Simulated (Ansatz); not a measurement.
**A substitution in BAs**

Method: PBEsol, scalar-relativistic; spin polarisation where moments were expected; PAW, 420 eV, Gaussian smearing of 0.05 eV; code Ansatz.

BAs was relaxed to zero pressure in the COD cell structure.

It takes space group F-43m (No. 216, cubic). The conventional cell has a = 4.768 Å, b = 4.768 Å, c = 4.768 Å, α = 90.00°, β = 90.00°, γ = 90.00°. B (site symmetry -43m) has 4 As at 2.06 Å as nearest neighbours. As (site symmetry -43m) has 4 B at 2.06 Å as nearest neighbours. Neighbours are those within 15 % of a site's shortest distance, so a longer bond may be listed from one end only.

Results for BAs: a (Å) 4.768, V (Å³/atom) 13.55, shortest unlike bond (Å) 2.06, gap (eV) 1.08, B0 (GPa) 140, E_f (eV/atom) -0.04.

Problem. All As is replaced by P and the cell relaxed again in the same space group. What comes out?

Solution. BP: a (Å) 4.520, V (Å³/atom) 11.54, shortest unlike bond (Å) 1.96, gap (eV) 1.11, B0 (GPa) 169, E_f (eV/atom) -0.44.

The volume changes by −14.8 %, or −5.2 % in mean length, and the shortest unlike bond by -0.10 Å. The bulk modulus goes from 140.3 to 169.5 GPa, as V^−1.2: with like bonding the larger cell is the softer. The formation energy moves by -0.40 eV/atom, so BP is the more strongly bound against its own elements.

The PAW datasets are PBE ones. The gaps are differences of one-electron levels. E_f is the formation energy from the elements run alike, at 0 K, without zero-point energy or dispersion between the molecules, chains or layers of the solid elements; it is good to about 0.01 eV/atom as a calculation.

All runs used the PAW datasets of the set soft_2.

Replacing As with P shortens and stiffens the bond network and makes formation from the elements clearly more favourable, yet barely moves the gap. Phosphorus and arsenic have nearly the same electronegativity, so added ionicity is an unlikely cause. The more compact 3p shell of P overlaps better with the small B 2p orbitals than the 4p shell of As does, giving shorter, stronger covalent bonds.

The gap need not follow bond strength. In both compounds it is indirect, from a p-like bonding valence top at Γ to a conduction valley near X, and that valley responds only weakly to bond length. Both gaps fall well below the measured ones, as expected of a semilocal functional, which lacks the derivative discontinuity. Spin-orbit coupling would raise the valence top more in the arsenide, probably widening the small difference slightly.

The formation energy of -0.04 eV/atom places BAs only marginally below its elements, and for neither compound does it test decomposition into the boron-rich subarsenide or subphosphide.
